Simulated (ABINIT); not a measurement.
**Ge: single point with PBEsol**

**Experimental background.**

“Electronic and optical properties of SixGe1-x-ySny alloys lattice-matched to Ge”, 2021, arxiv:2109.02782 reports, for a bulk crystal of Ge at 293 K: band gap 0.666 eV (indirect).

The system is Ge.

```
Ge
1.0
     0.00000    2.82891    2.82891
     2.82891    0.00000    2.82891
     2.82891    2.82891    0.00000
Ge
2
Cartesian
  4.2434 4.2434 4.2434
  2.8289 2.8289 2.8289
```

```
Program             : ABINIT 10.8.3 (patched build)
Task                : single point
Functional          : PBEsol
Potentials or basis : PseudoDojo NC SR PBEsol v0.4.1 standard
Cutoff              : 952 eV
k mesh              : 6 × 6 × 6
Occupations         : fermi-dirac, width 0.05 eV
Spin                : no spin polarisation
```

The pressure is -1.2 GPa, the band gap on the k mesh is none (metal or under the smearing width) and the valence electrons inside the program's atomic spheres are Ge 11.56 (radii [1.0584] Å).

Levels at points of the mesh, in eV from the Fermi level:
```
           k point  band 10  band 11  band 12  band 13  band 14  band 15  band 16  band 17  band 18
(0.00, 0.00, 0.00)   -24.61   -12.82    -0.04    -0.02    -0.02    -0.02     2.51     2.51     2.51
(0.50, 0.00, 0.00)   -24.59   -10.72    -7.65    -1.43    -1.43     0.10     3.68     3.68     6.96
(0.50, 0.50, 0.00)   -24.57    -8.92    -8.92    -3.11    -3.11     0.64     0.64     9.46     9.46
```

Run time: 30 s on 1 thread of Intel(R) Xeon(R) Processor @ 2.70GHz (shared host), peak memory 0.09 GiB.

Measured gap of Ge: 0.666 eV (indirect; 293 K; “Electronic and optical properties of SixGe1-x-ySny alloys lattice-matched to Ge”, 2021, arxiv:2109.02782). This calculation gives 0.00 eV (-0.67 eV). 3 values of this kind are on record (0.666 to 0.807 eV); this one was drawn at random among those near their median. Spin-orbit coupling on Ge is left out. The value is that of PBEsol on a finite k mesh, which can miss the band edges, without temperature or zero-point motion. Semilocal functionals fall short of measured gaps as a rule.

Caveat: this crystal is a semiconductor, whose small gap the functional closes, so the metal is an error of the method.
